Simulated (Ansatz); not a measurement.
**Cu (hcp)**

The computed numbers are results of r²SCAN, scalar-relativistic (no spin polarisation) in the plane-wave PAW code Ansatz at 500 eV, Γ-centred 18×18×10 mesh, 0.05 eV Gaussian smearing. The datasets are Ansatz's generated set soft_2.

```
CELL_PARAMETERS angstrom
2.53147 0.00000 0.00000
-1.26573 2.19232 0.00000
0.00000 0.00000 4.12762
ATOMIC_POSITIONS crystal
Cu 0.33333 0.66667 0.75000
Cu 0.66667 0.33333 0.25000
```

At room temperature and ambient pressure Cu is fcc.

The cell is relaxed to zero pressure at this level.

Path: Γ–M–K–Γ–A–L–H–A | L–M | H–K, with Γ = (0.000, 0.000, 0.000), M = (0.500, 0.000, 0.000), K = (0.333, 0.333, 0.000), A = (0.000, 0.000, 0.500), L = (0.500, 0.000, 0.500), H = (0.333, 0.333, 0.500) in reciprocal vectors of the calculation's cell.

Question: Is it a metal or an insulator, and if it has a gap, where are the band edges on this path?

Answer: A metal: bands cross the Fermi level.

Bands as a text map, energy in eV from the Fermi level (dashes), each leg drawn with the same width:
```
  4.86 |                 **                                                
  4.57 |   *               *  *                                      *     
  4.29 |***                 **                    *                ****    
  4.00 |                                         *                    **   
  3.71 |    *         *                                                ****
  3.43 |                                                                *  
  3.14 |      *      **                         *                        **
  2.86 |            *     *                                                
  2.57 |           * *                             *                       
  2.29 |   *      *                            *                           
  2.00 |         *  *                                                      
  1.71 |       **                             *                ****        
  1.43 |                                                     **            
  1.14 |           *   *   *                 *              *              
  0.86 |  *       *                                                        
  0.57 |                                   **       *     **               
  0.29 |         *                                         *               
  0.00 |-------**-------------------------*-----------------*--****--------
 -0.29 | *                  *                                **            
 -0.57 |                *                                                  
 -0.86 |      *                          *           *                     
 -1.14 |*                    *                                             
 -1.43 |       *         *    *         *             *       *****        
 -1.71 |**************************    ** ************* *  *****************
 -2.00 |    **      ** * **    *  ******* ****        ****** **        **  
 -2.29 | * **           * * *   ***           **           **  *     **    
 -2.57 |****        **** ********       ******  *******   ** *  *  ********
 -2.86 |************    ** *******    **      *        *    *******        
        Γ      M      K      Γ      A      L      H      AL       MH      K
```
